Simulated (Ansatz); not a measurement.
Write the native input for Ansatz 0.2.0 that does the following.

* Task: band structure
* Functional: r2SCAN
* Potentials or basis: Ansatz PAW
* Cutoff: 500 eV (not typed: the program's choice for these potentials)
* k mesh: 8 × 8 × 7
* Occupations: fermi-dirac, width 0.05 eV
* Spin: spin-orbit coupling, no magnetisation
* Path: [["G", "X", "S", "R", "A", "Z", "G", "Y", "X1", "A1", "T", "Y"], ["Z", "T"]]
* Points for each segment of the path: 14

The system is Ge.

```xyz
1
Lattice="1.3971 -2.6005 0.0000 1.3971 2.6005 0.0000 0.0000 0.0000 2.6982" Properties=species:S:1:pos:R:3 pbc="T T T"
Ge    1.3971    0.0000    0.0000
```

This isn't the form of Ge at room conditions, which is diamond.

These files were run (other wordings do the same):

input.yaml

```yaml
crystal:
  lattice:
    - [1.397149, -2.600516, 0.0]
    - [1.397149, 2.600516, 0.0]
    - [0.0, 0.0, 2.698231]
  atoms:
    - { symbol: Ge, position: [0.5, 0.5, 0.0] }
hamiltonian:
  xc: r2scan
  pseudopotentials: { kind: paw_fr }
magnetization:
  noncollinear: true
  spin_orbit: true
kpoints:
  mp_grid: { grid: [8, 8, 7] }
  band_path:
    path:
      - [[0.0, 0.0, 0.0], [0.3221616403, 0.3221616403, 0.0], [0.0, 0.5, 0.0], [0.0, 0.5, 0.5], [0.3221616403, 0.3221616403, 0.5], [0.0, 0.0, 0.5], [0.0, 0.0, 0.0], [-0.5, 0.5, 0.0], [-0.3221616403, 0.6778383597, 0.0], [-0.3221616403, 0.6778383597, 0.5], [-0.5, 0.5, 0.5], [-0.5, 0.5, 0.0]]
      - [[0.0, 0.0, 0.5], [-0.5, 0.5, 0.5]]
    npoints: 14
scf:
  occupations: { method: fermi_dirac, width: 0.05 }
  n_extra_bands: 6
output:
  forces: true
  stress: true
  eigenvalues: true
  fatbands: true
```

Potentials or basis: Ansatz PAW.

Command:

```sh
$ ansatz run input.yaml --threads 2 --pin off --max-ram 5632MiB --backend cpu --events-out ev --progress --plain --runs-dir out
```

It gave:

```yaml
Pressure: -3.0 GPa
Band_gap_on_the_k_mesh: none (metal or under the smearing width)
```

Caveat: the PAW data sets come from PBE, with cores solved anew for the run's functional, which leaves a small shift of forces and pressure.

Wall time 12 s on 2 threads of Arm Neoverse V2, on a shared host, peak memory 0.44 GiB.
